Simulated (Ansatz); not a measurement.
Relaxing Ti

All numbers below come from Ansatz 0.2.0, DFT PBEsol, scalar-relativistic, plane waves, PAW. Run with 420 eV cutoff, 18×18×14 k-mesh, Gaussian smearing of 0.10 eV, no spin polarisation.

What was changed: uniaxial strain along a, with b, c and atoms relaxed: +6.0 %.

Command:

```bash
ansatz run input.yaml --threads 1 --pin off --max-ram 2560MiB --backend cpu --events-out ev --progress --plain --runs-dir out
```

Input:

```yaml
crystal:
  lattice:
    - [2.1495964206, 2.1495964206, 0.0]
    - [-1.9975023342, 1.9975023342, 0.0]
    - [0.0, 0.0, 3.9950046684]
  atoms:
    - { symbol: Ti, position: [0.0, 0.0, 0.0] }
    - { symbol: Ti, position: [0.5, 0.5, 0.5] }
basis:
  ecutwfc: 420
kpoints:
  mp_grid: { grid: [18, 18, 14] }
hamiltonian:
  xc: pbesol
scf:
  occupations: { method: gaussian, width: 0.1 }
output:
  forces: true
  stress: true
  eigenvalues: true
relax:
  adjacent_minimum: "off"
  f_tol: 0.008
  max_steps: 40
  cell: { stress_tol: 0.015, fix: [a, angles] }
```

F is the free energy. Steps run on the plane waves of an earlier cell, but the last one, and at times one on the way, on a freshly chosen basis, so a repeated geometry can differ a little in energy. The held parts of the cell keep their stress, so P needn't end at zero.

Steps:

```
step F − F(1) (eV) largest force component (eV/Å) V (Å³/atom) P (GPa)
   1         0.0000                           0.000       17.154    -3.01
   2        -0.0087                           0.000       16.860    -1.23
   3        -0.0109                           0.000       16.923    -1.68
   4        -0.0110                           0.000       16.887    -1.44
   5        -0.0110                           0.000       16.889    -1.46
   6        -0.0110                           0.000       16.889    -1.45
```

Relaxed structure:

```xyz
2
Lattice="2.1496 2.1496 0.0000 -2.0409 2.0409 0.0000 0.0000 0.0000 3.8497" Properties=species:S:1:pos:R:3 pbc="T T T"
Ti    0.0000    0.0000    0.0000
Ti    0.0543    2.0953    1.9248
```

It takes space group Immm (No. 71, orthorhombic). The conventional cell has a = 2.886 Å, b = 3.040 Å, c = 3.850 Å, α = 90.00°, β = 90.00°, γ = 90.00°. Around Ti (site symmetry mmm) lie 12 Ti at 2.85 to 3.04 Å.

The run converged. It took 87 s on 1 thread of Intel(R) Xeon(R) 6975P-C (Granite Rapids) (shared host), peak memory 0.75 GiB.